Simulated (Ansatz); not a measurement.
Runs of Ansatz 0.2.0 on MnO. It takes space group Fm-3m (No. 225, cubic). Conventional cell: a = 4.448 Å, b = 4.448 Å, c = 4.448 Å, α = 90.00°, β = 90.00°, γ = 90.00°. Mn (site symmetry m-3m) is surrounded by 6 O at 2.22 Å. O (site symmetry m-3m) is surrounded by 6 Mn at 2.22 Å. The cell is a database's computed one.

| task | level | U | cell | k mesh | cutoff (eV) | smearing | gap on the mesh (eV) | pressure (GPa) | moment (μB) | relaxed volume (Å³/atom) |
| --- | --- | --- | --- | --- | --- | --- | --- | --- | --- | --- |
| density of states | PBEsol | - | as given | 10 × 10 × 10 | 324 | fermi-dirac 0.05 eV | none | -7.1 | 4.77 | - |
| phonons | PBE | - | as given | 7 × 7 × 7 | 346 | fermi-dirac 0.05 eV | none | - | 4.72 | - |
| density of states | PBEsol+U | Mn d U = 8 eV | as given | 10 × 10 × 10 | 324 | fermi-dirac 0.05 eV | (a) | (b) | 5.00 | - |
| density of states | PBEsol+U | Mn d U = 2 eV | as given | 10 × 10 × 10 | 324 | fermi-dirac 0.05 eV | none | 0.4 | 5.00 | - |
| relaxation of cell and atoms | RPBE+D3(BJ) | - | relaxed | 10 × 10 × 10 | - | fermi-dirac 0.05 eV | - | 0.0 | 4.83 | 11.04 |
| single point | PBE | - | as given | 10 × 10 × 10 | 324 | gaussian 0.014 eV | none | 0.2 | 4.80 | - |
| density of states | PBEsol+U | Mn d U = 4 eV | as given | 10 × 10 × 10 | 324 | fermi-dirac 0.05 eV | none | 2.8 | 5.00 | - |
| single point | PBE | - | as given | 10 × 10 × 10 | 324 | gaussian 0.012 eV | none | 0.2 | 4.80 | - |
| density of states | PBEsol+U | Mn d U = 6 eV | as given | 10 × 10 × 10 | 324 | fermi-dirac 0.05 eV | 0.32 | 5.2 | 5.00 | - |
| single point | PBE | - | as given | 10 × 10 × 10 | 324 | gaussian 0.016 eV | none | 0.2 | 4.80 | - |
| relaxation of cell and atoms | PBE+D4 | - | relaxed | 10 × 10 × 10 | - | fermi-dirac 0.05 eV | - | 0.0 | 4.68 | 10.62 |

Alike in all rows: potentials or basis all-electron LAPW, scalar-relativistic; spin collinear, ferromagnetic start; basis error allowed 0.001 eV/atom.

Problem. Fill in the values left out.

Solution. (a) 0.54; (b) 7.4.

Caveats: a cell with one magnetic atom can't hold antiferromagnetic order, which such compounds often take; semilocal functionals often make such compounds metallic where correlation or magnetic order opens a gap, which also shifts bond lengths (some runs); the magnetic state may not be the lowest (some runs); U is the effective U less J, on atomic orbitals that reach past the spheres (some runs); the k mesh is thin for a metal, which can move the energy by tens of meV per atom (some runs); a metal's response needs a denser mesh (some runs).

A k mesh can miss the band edges.

A gap of «none» marks a metal or a gap under the smearing width.
